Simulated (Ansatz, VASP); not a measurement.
InAs: VASP beside Ansatz

```
In As
1.0
     0.00000    3.09338    3.09338
     3.09338    0.00000    3.09338
     3.09338    3.09338    0.00000
In As
1 1
Direct
  0.00000 0.00000 0.00000
  0.75000 0.75000 0.75000
```

Alike in both runs: functional PBE; k mesh 12 × 12 × 12; occupations gaussian, width 0.1 eV; no spin polarisation.

Ansatz relaxed the structure, and its values are those at the end. VASP's run is a single point on that final structure, the one shown.

|  | VASP | Ansatz |
| --- | --- | --- |
| version | VASP 6.6.1 | Ansatz 0.2.0 |
| potentials or method | VASP PAW PBE potentials, release 64 (In_d, As) | scalar-relativistic, plane waves, PAW |
| plane-wave cutoff (eV) | 520 | 420 |
| valence electrons in the cell | 18 | 28 |

|  | VASP | Ansatz | Ansatz less VASP |
| --- | --- | --- | --- |
| gap on the k mesh at the Fermi level (eV) | none | none | - |
| pressure (GPa) | 0.0 | 0.0 | -0.05 |

A gap of «none» marks a metal or a gap that the smearing closes. The functional is the same, so the differences come from potentials, cutoffs and numerics. The two sets of potentials don't hold the same shells in valence.

Caveats: this crystal is a semiconductor, whose small gap the functional closes, so the metal is an error of the method.
